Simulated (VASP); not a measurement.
**ScAl3: relaxation of the atoms with PBE**

ScAl3:

```
Sc Al
1.0
     4.15929    0.00000    0.00000
     0.00000    4.15929    0.00000
     0.00000    0.00000    4.15929
Sc Al
1 3
Direct
  0.00000 0.00000 0.00000
  0.50000 0.00000 0.50000
  0.00000 0.50000 0.50000
  0.50000 0.50000 0.00000
```

The cell is a database's computed one.

The cell isn't the ideal one: a relaxed cell with its volume scaled by 1.04.

```
Program                : VASP 6.6.1
Task                   : relaxation of the atoms
Functional             : PBE
Potentials or basis    : VASP PAW PBE potentials, release 64 (Sc_sv, Al)
Cutoff                 : 600 eV
k mesh                 : 10 × 10 × 10
Occupations            : methfessel-paxton, width 0.1 eV
Spin                   : no spin polarisation
Further INCAR settings : ALGO = Normal; EDIFF = 1e-07; IBRION = 2; EDIFFG = -0.01; NSW = 40
```

The pressure after relaxing is -3.1 GPa and the band gap on the k mesh is none (metal or under the smearing width).

Final structure:
```cif
data_structure
_symmetry_space_group_name_H-M 'P 1'
_symmetry_Int_Tables_number 1
_cell_length_a 4.1593
_cell_length_b 4.1593
_cell_length_c 4.1593
_cell_angle_alpha 90.000
_cell_angle_beta 90.000
_cell_angle_gamma 90.000
_cell_volume 71.95
loop_
_atom_site_label
_atom_site_type_symbol
_atom_site_fract_x
_atom_site_fract_y
_atom_site_fract_z
_atom_site_occupancy
Sc1 Sc 0.00000 0.00000 0.00000 1
Al1 Al 0.50000 0.00000 0.50000 1
Al2 Al 0.00000 0.50000 0.50000 1
Al3 Al 0.50000 0.50000 0.00000 1
```

Levels at points of the mesh, in eV from the Fermi level:
```tsv
k point	band 8	band 9	band 10	band 11	band 12	band 13
(0.00, 0.00, 0.00)	-1.80	-1.80	-1.80	1.26	1.27	1.27
(0.50, 0.00, 0.00)	-1.65	-1.38	0.57	0.92	0.92	1.35
(0.50, 0.50, 0.00)	-4.24	-0.51	-0.51	1.18	1.31	1.97
(0.50, 0.50, 0.50)	-4.30	-2.91	-2.91	-2.91	0.83	2.47
```

Run time: 43 s on 1 thread of Intel(R) Xeon(R) Platinum 8488C (Sapphire Rapids), on a shared host, peak memory 0.25 GiB.

Caveat: the relaxation stopped at its first step, so nothing moved.
